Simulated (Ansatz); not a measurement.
Take a crystal in which Hf has been replaced by Pt on all its sites, with the cell rescaled by a rough guess (in some cases also distorted within its space group) and nothing relaxed:

```
Pt H
1.0
    -1.62133    1.62133    2.03295
     1.62133   -1.62133    2.03295
     1.62133    1.62133   -2.03295
Pt H
1 2
Direct
  0.00000 0.00000 0.00000
  0.75000 0.25000 0.50000
  0.25000 0.75000 0.50000
```

These are results of DFT PBEsol, scalar-relativistic, plane waves, PAW in Ansatz 0.2.0, not measurements.

Cutoff 420 eV; k points 18×18×18 on the computed 3-atom cell (Γ-centred); Gaussian smearing, width 0.10 eV; no spin polarisation.

(1) What pressure does the cell carry?

(2) Is it a metal on this mesh?

(3) What is its energy against the elements in their standard states?

Spin-orbit coupling is left out, which matters for the bands of heavy elements.

## Answers

(1) The pressure is 12.3 GPa (positive in compression), so the cell would expand.

(2) Yes, a band crosses the Fermi level.

(3) +0.226 eV/atom at this unrelaxed geometry, with the elements in the same functional.